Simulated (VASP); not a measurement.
Write the native input for VASP 6.6.1 that does the following.

```
Task                   : relaxation of cell and atoms
Functional             : PBEsol
Potentials or basis    : VASP PAW PBE potentials, release 64 (Al, P)
Cutoff                 : 600 eV
k mesh                 : 8 × 8 × 8
Occupations            : gaussian, width 0.03 eV
Spin                   : no spin polarisation
Further INCAR settings : ALGO = Normal; EDIFF = 1e-06; IBRION = 2; EDIFFG = -0.01; NSW = 90; ISIF = 3
```

The structure of AlP lies in POSCAR:

```
AlP
1.0
    0.0000000000      2.7255000000      2.7255000000
    2.7255000000      0.0000000000      2.7255000000
    2.7255000000      2.7255000000      0.0000000000
Al P
1 1
Direct
    0.0000000000      0.0000000000      0.0000000000
    0.2500000000      0.2500000000      0.2500000000
```

These files were run (other wordings do the same):

INCAR

```
SYSTEM = AlP
PREC     = Accurate       ! precision mode
ENCUT    = 600            ! plane-wave cutoff, eV
EDIFF    = 1E-6           ! SCF threshold, eV
ISMEAR   = 0              ! smearing method
SIGMA    = 0.03           ! smearing width, eV
LREAL    = .FALSE.        ! projectors in reciprocal space
LASPH    = .TRUE.         ! aspherical terms in the spheres
NELM     = 80             ! most SCF steps
ALGO     = Normal         ! electronic algorithm
ISIF     = 3              ! what is computed and relaxed
LWAVE    = .FALSE.        ! write WAVECAR
LCHARG   = .FALSE.        ! write CHGCAR
GGA      = PS             ! functional
IBRION   = 2              ! ionic algorithm
NSW      = 90             ! ionic steps
EDIFFG   = -0.01          ! ionic threshold
```

KPOINTS

```
Automatic mesh
0
G
  8 8 8
  0 0 0
```

Potentials or basis: VASP PAW PBE potentials, release 64 (Al, P).

Run with:

```console
$ cat potpaw_PBE.64/Al/POTCAR potpaw_PBE.64/P/POTCAR > POTCAR
$ mpirun -np 1 vasp_std > vasp.out
```

It gave:

* Relaxed volume: 20.47 Å³/atom
* Relaxed cell: a = 3.869 Å, b = 3.869 Å, c = 3.869 Å, α = 60.00°, β = 60.00°, γ = 60.00°
* Space group after relaxing (to 0.05 Å): F-43m (No. 216)
* Energy gained by relaxing: 0.7 meV/atom
* Ionic steps: 3
* Pressure after relaxing: 0.0 GPa
* Band gap on the k mesh: 1.45 eV, indirect (least direct gap 3.15 eV)

Caveat: the PAW data sets were made with another functional, which shifts forces and pressure a little.

Run time: 17 s on 1 thread of Intel(R) Xeon(R) Platinum 8488C (Sapphire Rapids) (shared host), peak memory 0.17 GiB.
